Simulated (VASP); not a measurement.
# BN (Qingsongite) (F-43m) in VASP: a series of runs

One crystal, BN (Qingsongite), is run at these levels: LDA; tasks: relaxation of the atoms.

Everything below comes from runs of VASP 6.6.1. Logs are shortened: lines on timing, memory, paths and dates and some standing lists are left out, and cuts for length are marked.

## (1) The undisturbed crystal

It takes space group F-43m (No. 216, cubic). The conventional cell has a = 3.615 Å, b = 3.615 Å, c = 3.615 Å, α = 90.00°, β = 90.00°, γ = 90.00°. B (site symmetry -43m) has 4 N at 1.57 Å as nearest neighbours. Around N (site symmetry -43m) lie 4 B at 1.57 Å.

## (2) Relaxation of the atoms, LDA (a relaxed cell with its volume scaled by 1.02)

INCAR reads:

```
SYSTEM = BN
ALGO     = Fast           ! electronic algorithm
EDIFF    = 1E-7           ! SCF threshold, eV
EDIFFG   = -0.01          ! ionic threshold
ENCUT    = 600            ! plane-wave cutoff, eV
GGA      = CA             ! functional
IBRION   = 2              ! ionic algorithm
ISIF     = 2              ! what is computed and relaxed
ISMEAR   = 0              ! smearing method
LASPH    = .True.         ! aspherical terms in the spheres
LCHARG   = .False.        ! write CHGCAR
LREAL    = .False.        ! projectors in reciprocal space
LWAVE    = .False.        ! write WAVECAR
NELM     = 80             ! most SCF steps
NSW      = 40             ! ionic steps
PREC     = Accurate       ! precision mode
SIGMA    = 0.03           ! smearing width, eV
```

KPOINTS reads:

```
k-points
0
Gamma
  14 14 14
  0 0 0
```

POSCAR reads:

```
BN                                      
1.0
    0.0000000000      1.8032288624      1.8032288624
    1.8032288624      0.0000000000      1.8032288624
    1.8032288624      1.8032288624      0.0000000000
  B               N             
     1     1
Direct
     0.0000000000000000    0.0000000000000000    0.0000000000000000
     0.2500000000000000    0.2500000000000000    0.2500000000000000
```

Potentials or basis: VASP PAW LDA potentials, release 64 (B, N).

Command:

```sh
$ cat potpaw_LDA.64/B/POTCAR potpaw_LDA.64/N/POTCAR > POTCAR
$ mpirun -np 1 vasp_std > vasp.out
```

OUTCAR:

```text
SYSTEM = BN
   EDIFF = 1E-7
   EDIFFG = -0.01
   ENCUT = 600
   GGA = CA
   IBRION = 2
   ISIF = 2
   ISMEAR = 0
   LASPH = .True.
   LREAL = .False.
   NELM = 80
   NSW = 40
   PREC = Accurate

 ion  position               nearest neighbor table
   1  0.000  0.000  0.000-   2 1.56   2 1.56   2 1.56   2 1.56
   2  0.250  0.250  0.250-   1 1.56   1 1.56   1 1.56   1 1.56

  LATTYP: Found a face centered cubic cell.
 ALAT       =     3.6064577248

  Lattice vectors:

 A1 = (   0.0000000000,   1.8032288624,   1.8032288624)
 A2 = (   1.8032288624,   0.0000000000,   1.8032288624)
 A3 = (   1.8032288624,   1.8032288624,   0.0000000000)

Analysis of symmetry for initial positions (statically):
=====================================================================
 Subroutine PRICEL returns:
 Original cell was already a primitive cell.

 Routine SETGRP: Setting up the symmetry group for a
 face centered cubic supercell.

 Subroutine GETGRP returns: Found 24 space group operations
 (whereof 24 operations were pure point group operations)
 out of a pool of 48 trial point group operations.

The static configuration has the point symmetry T_d .

Analysis of symmetry for dynamics (positions and initial velocities):
=====================================================================
 Subroutine PRICEL returns:
 Original cell was already a primitive cell.

 Routine SETGRP: Setting up the symmetry group for a
 face centered cubic supercell.

 Subroutine GETGRP returns: Found 24 space group operations
 (whereof 24 operations were pure point group operations)
 out of a pool of 48 trial point group operations.

The dynamic configuration has the point symmetry T_d .

 Subroutine INISYM returns: Found 24 space group operations
 (whereof 24 operations are pure point group operations),
 and found     1 'primitive' translations

----------------------------------------------------------------------------------------

                                     Primitive cell

  volume of cell :      11.7269

  direct lattice vectors                    reciprocal lattice vectors
     0.000000000  1.803228862  1.803228862    -0.277280389  0.277280389  0.277280389
     1.803228862  0.000000000  1.803228862     0.277280389 -0.277280389  0.277280389
     1.803228862  1.803228862  0.000000000     0.277280389  0.277280389 -0.277280389

  length of vectors
     2.550150713  2.550150713  2.550150713     0.480263721  0.480263721  0.480263721
[... 87 lines left out ...]
   ISIF   =      2    stress and relaxation
   ISYM   =      2    0-nonsym 1-usesym 2-fastsym
   POTIM  = 0.5000    time-step for ionic-motion
   TEBEG  =    0.0;   TEEND  =   0.0 temperature during run
   PSTRESS=    0.0 pullay stress
   NELECT =       8.0000    total number of electrons
   NUPDOWN=      -1.0000    fix difference up-down
   EMIN   =  10.00;   EMAX   =-10.00  energy-range for DOS
   EFERMI =   0.00;   METHOD = LEGACY
   ISMEAR =     0;   SIGMA  =   0.03  broadening in eV -4-tet -1-fermi 0-gaus
   EFERMI_NEDOS =   21; number of points for ismear=-14 and -15
   IALGO  =     68    algorithm
   IMIX   =      4    mixing-type and parameters
     AMIX     =   0.40;   BMIX     =  1.00
     AMIX_MAG =   1.60;   BMIX_MAG =  1.00
  volume/ion in A,a.u.               =       5.86        39.57
  Fermi-wavevector in a.u.,A,eV,Ry     =   1.441155  2.723388 28.258311  2.076927
  Thomas-Fermi vector in A             =   2.559819
   LORBIT       =      0    0 simple, 1 ext, 2 COOP (PROOUT), +10 PAW based schemes
   GGA     = CA    functional components
   LHFCALC =     F    Hartree Fock is set to
   AEXX    =    0.0000 exact exchange contribution
   IVDW    =     0    specifies the selected vdW correction
   LEPSILON=     F    determine dielectric tensor
   LRPA    =     F    only Hartree local field effects (RPA)
 conjugate gradient relaxation of ions
 non-spin polarized calculation
 RMM-DIIS sequential band-by-band and
 Gauss-broadening in eV      SIGMA  =   0.03
  energy-cutoff  :      600.00
  volume of cell :       11.73
 maximum number of plane-waves:       399
   NGX = 11   NGY = 11   NGZ = 11

 number of electron       7.9999999 magnetization

 Free energy of the ion-electron system (eV)
  ---------------------------------------------------
  ext. energy  EPLUGINS =         0.00000000
  ---------------------------------------------------
  free energy    TOTEN  =       -19.41142085 eV

  energy without entropy =      -19.41142085  energy(sigma->0) =      -19.41142085

 E-fermi :   7.7062     XC(G=0): -13.1389

 val. band max:        7.4773267029   @ k =   0.0000   0.0000   0.0000
 cond. band min:      11.8294782215   @ k =   0.5000   0.5000   0.0000
 fundamental gap:      4.3521515186
 Fermi energy:         7.7062303225

 k-point     1 :       0.0000    0.0000    0.0000
  band No.  band energies     occupation
      1     -12.6724      2.00000
      2       7.4773      2.00000
      3       7.4773      2.00000
      4       7.4773      2.00000
      5      16.1942      0.00000
      6      16.1942      0.00000
      7      16.1942      0.00000
      8      18.0333      0.00000
[... 243 lines left out ...]
 k-point    24 :       0.2857    0.1429    0.0000
  band No.  band energies     occupation
      1     -10.8876      2.00000
      2       2.4463      2.00000
      3       5.0999      2.00000
      4       5.6195      2.00000
      5      15.6451      0.00000
      6      19.1537      0.00000
      7      19.5369      0.00000
      8      20.2787      0.00000

 [... further k-points ...]

------------------------ aborting loop because EDIFF is reached ----------------------------------------

  FORCE on cell =-STRESS in cart. coord.  units (eV):
  Direction    XX          YY          ZZ          XY          YZ          ZX
  --------------------------------------------------------------------------------------
  -------------------------------------------------------------------------------------
  Total       -0.5637869     -0.5637869     -0.5637869     -0.0000000      0.0000000     -0.0000000
  in kB      -77.0270016    -77.0270016    -77.0270016     -0.0000000      0.0000000     -0.0000000
  external PRESSURE =     -77.0270016 kB  Pullay stress =       0.0000000 kB

 VOLUME and BASIS-vectors are now :
 -----------------------------------------------------------------------------
  energy-cutoff  :      600.00
  volume of cell :       11.73
      direct lattice vectors                 reciprocal lattice vectors
     0.000000000  1.803228862  1.803228862    -0.277280389  0.277280389  0.277280389
     1.803228862  0.000000000  1.803228862     0.277280389 -0.277280389  0.277280389
     1.803228862  1.803228862  0.000000000     0.277280389  0.277280389 -0.277280389

 POSITION                                       TOTAL-FORCE (eV/Angst)
 -----------------------------------------------------------------------------------
      0.00000      0.00000      0.00000        -0.000000     -0.000000     -0.000000
      0.90161      0.90161      0.90161         0.000000      0.000000      0.000000
 -----------------------------------------------------------------------------------
    total drift:                               -0.000000     -0.000000     -0.000000

  FREE ENERGIE OF THE ION-ELECTRON SYSTEM (eV)
  ---------------------------------------------------
  free  energy   TOTEN  =       -19.4114208464 eV

  energy  without entropy=      -19.4114208464  energy(sigma->0) =      -19.41142085

 reached required accuracy - stopping structural energy minimisation
```

OSZICAR:

```text
N       E                     dE             d eps       ncg     rms          rms(c)
DAV:   1     0.100733509317E+02    0.10073E+02   -0.57689E+03  1704   0.112E+03
DAV:   2    -0.203781247035E+02   -0.30451E+02   -0.29755E+02  2272   0.169E+02
DAV:   3    -0.205543264870E+02   -0.17620E+00   -0.17620E+00  1904   0.162E+01
DAV:   4    -0.205545556122E+02   -0.22913E-03   -0.22913E-03  2368   0.512E-01
DAV:   5    -0.205545556411E+02   -0.28892E-07   -0.28892E-07  1816   0.470E-03    0.653E+00
RMM:   6    -0.195499591727E+02    0.10046E+01   -0.12345E+00  1664   0.982E+00    0.307E+00
RMM:   7    -0.194420444111E+02    0.10791E+00   -0.15338E-01  1664   0.370E+00    0.174E+00
RMM:   8    -0.194125936002E+02    0.29451E-01   -0.34740E-02  1664   0.171E+00    0.229E-01
RMM:   9    -0.194118959067E+02    0.69769E-03   -0.63526E-03  1664   0.805E-01    0.151E-01
RMM:  10    -0.194114184282E+02    0.47748E-03   -0.71088E-04  1664   0.281E-01    0.206E-02
RMM:  11    -0.194114353656E+02   -0.16937E-04   -0.13360E-04  1664   0.117E-01    0.283E-02
RMM:  12    -0.194114207915E+02    0.14574E-04   -0.21914E-05  1664   0.473E-02    0.358E-03
RMM:  13    -0.194114208554E+02   -0.63899E-07   -0.18445E-06  1663   0.140E-02    0.142E-03
RMM:  14    -0.194114208464E+02    0.89732E-08   -0.87809E-08  1243   0.374E-03
   1 F= -.19411421E+02 E0= -.19411421E+02  d E =-.194114E+02
```

CONTCAR:

```text
BN
   1.00000000000000
     0.0000000000000000    1.8032288623999999    1.8032288623999999
     1.8032288623999999    0.0000000000000000    1.8032288623999999
     1.8032288623999999    1.8032288623999999    0.0000000000000000
  B               N
     1     1
Direct
     0.0000000000000000    0.0000000000000000    0.0000000000000000
     0.2500000000000000    0.2500000000000000    0.2500000000000000

  0.00000000E+00  0.00000000E+00  0.00000000E+00
  0.00000000E+00  0.00000000E+00  0.00000000E+00
```

It took 7.2 s on 1 thread of Intel Xeon Platinum 8488C (Sapphire Rapids), shared host; peak memory 0.12 GiB.

Results:

- Free energy: -19.4114 eV
- Pressure after relaxing: -7.7 GPa
- Band gap on the k mesh: 4.35 eV, indirect (least direct gap 8.72 eV)

Final structure:
```
B N
1.0
     0.00000    1.80323    1.80323
     1.80323    0.00000    1.80323
     1.80323    1.80323    0.00000
B N
1 1
Cartesian
  0.0000 0.0000 0.0000
  0.9016 0.9016 0.9016
```

Caveat: the relaxation stopped at its first step, so nothing moved. A k mesh can miss the band edges.

## (3) Relaxation of the atoms, LDA (a relaxed cell with its volume scaled by 1.04)

INCAR is that of step 2.

KPOINTS is that of step 2.

POSCAR reads:

```
BN                                      
1.0
    0.0000000000      1.8149384689      1.8149384689
    1.8149384689      0.0000000000      1.8149384689
    1.8149384689      1.8149384689      0.0000000000
  B               N             
     1     1
Direct
     0.0000000000000000    0.0000000000000000    0.0000000000000000
     0.2500000000000000    0.2500000000000000    0.2500000000000000
```

Potentials or basis: VASP PAW LDA potentials, release 64 (B, N).

Command:

```sh
$ cat potpaw_LDA.64/B/POTCAR potpaw_LDA.64/N/POTCAR > POTCAR
$ mpirun -np 1 vasp_std > vasp.out
```

OUTCAR:

```text
SYSTEM = BN
   EDIFF = 1E-7
   EDIFFG = -0.01
   ENCUT = 600
   GGA = CA
   IBRION = 2
   ISIF = 2
   ISMEAR = 0
   LASPH = .True.
   LREAL = .False.
   NELM = 80
   NSW = 40
   PREC = Accurate

 ion  position               nearest neighbor table
   1  0.000  0.000  0.000-   2 1.57   2 1.57   2 1.57   2 1.57
   2  0.250  0.250  0.250-   1 1.57   1 1.57   1 1.57   1 1.57

  LATTYP: Found a face centered cubic cell.
 ALAT       =     3.6298769378

  Lattice vectors:

 A1 = (   0.0000000000,   1.8149384689,   1.8149384689)
 A2 = (   1.8149384689,   0.0000000000,   1.8149384689)
 A3 = (   1.8149384689,   1.8149384689,   0.0000000000)

Analysis of symmetry for initial positions (statically):
=====================================================================
 Subroutine PRICEL returns:
 Original cell was already a primitive cell.

 Routine SETGRP: Setting up the symmetry group for a
 face centered cubic supercell.

 Subroutine GETGRP returns: Found 24 space group operations
 (whereof 24 operations were pure point group operations)
 out of a pool of 48 trial point group operations.

[... 171 lines left out ...]
 Fermi energy:         7.4071068547

 k-point     1 :       0.0000    0.0000    0.0000
  band No.  band energies     occupation
      1     -12.6954      2.00000
      2       7.2345      2.00000
      3       7.2345      2.00000
      4       7.2345      2.00000
      5      15.8602      0.00000
      6      15.8602      0.00000
      7      15.8602      0.00000
      8      17.4765      0.00000
[... 243 lines left out ...]
 k-point    24 :       0.2857    0.1429    0.0000
  band No.  band energies     occupation
      1     -10.9395      2.00000
      2       2.2694      2.00000
      3       4.9062      2.00000
      4       5.4020      2.00000
      5      15.3007      0.00000
      6      18.7044      0.00000
      7      19.1349      0.00000
      8      19.8310      0.00000

 [... further k-points ...]

------------------------ aborting loop because EDIFF is reached ----------------------------------------

  FORCE on cell =-STRESS in cart. coord.  units (eV):
  Direction    XX          YY          ZZ          XY          YZ          ZX
  --------------------------------------------------------------------------------------
  -------------------------------------------------------------------------------------
  Total       -1.0985774     -1.0985774     -1.0985774      0.0000000      0.0000000      0.0000000
  in kB     -147.2060082   -147.2060082   -147.2060082      0.0000000      0.0000000      0.0000000
  external PRESSURE =    -147.2060082 kB  Pullay stress =       0.0000000 kB

 VOLUME and BASIS-vectors are now :
 -----------------------------------------------------------------------------
  energy-cutoff  :      600.00
  volume of cell :       11.96
      direct lattice vectors                 reciprocal lattice vectors
     0.000000000  1.814938469  1.814938469    -0.275491433  0.275491433  0.275491433
     1.814938469  0.000000000  1.814938469     0.275491433 -0.275491433  0.275491433
     1.814938469  1.814938469  0.000000000     0.275491433  0.275491433 -0.275491433

 POSITION                                       TOTAL-FORCE (eV/Angst)
 -----------------------------------------------------------------------------------
      0.00000      0.00000      0.00000        -0.000000      0.000000     -0.000000
      0.90747      0.90747      0.90747         0.000000     -0.000000      0.000000
 -----------------------------------------------------------------------------------
    total drift:                               -0.000000     -0.000000     -0.000000

  FREE ENERGIE OF THE ION-ELECTRON SYSTEM (eV)
  ---------------------------------------------------
  free  energy   TOTEN  =       -19.3958355793 eV

  energy  without entropy=      -19.3958355793  energy(sigma->0) =      -19.39583558

 reached required accuracy - stopping structural energy minimisation
```

It took 8.9 s on 1 thread of Intel Xeon Platinum 8488C (Sapphire Rapids), shared host; peak memory 0.12 GiB.

Results:

| Quantity | Value |
| --- | --- |
| Free energy | -19.3958 eV |
| Pressure after relaxing | -14.7 GPa |
| Band gap on the k mesh | 4.33 eV, indirect (least direct gap 8.63 eV) |

Final structure:
```cif
data_structure
_symmetry_space_group_name_H-M 'P 1'
_symmetry_Int_Tables_number 1
_cell_length_a 2.5667
_cell_length_b 2.5667
_cell_length_c 2.5667
_cell_angle_alpha 60.000
_cell_angle_beta 60.000
_cell_angle_gamma 60.000
_cell_volume 11.96
loop_
_atom_site_label
_atom_site_type_symbol
_atom_site_fract_x
_atom_site_fract_y
_atom_site_fract_z
_atom_site_occupancy
B1 B 0.00000 0.00000 0.00000 1
N1 N 0.25000 0.25000 0.25000 1
```

Levels at points of the mesh, in eV from the valence-band top:
```
           k point  band 1  band 2  band 3  band 4  band 5  band 6  band 7  band 8
(0.00, 0.00, 0.00)  -19.93    0.00    0.00    0.00    8.63    8.63    8.63   10.24
(0.50, 0.00, 0.00)  -15.70  -10.60   -1.92   -1.92   10.05   10.50   10.50   14.89
(0.50, 0.50, 0.00)  -14.34   -8.80   -4.87   -4.87    4.33    9.08   17.51   17.51
```

Caveat: the relaxation stopped at its first step, so nothing moved.
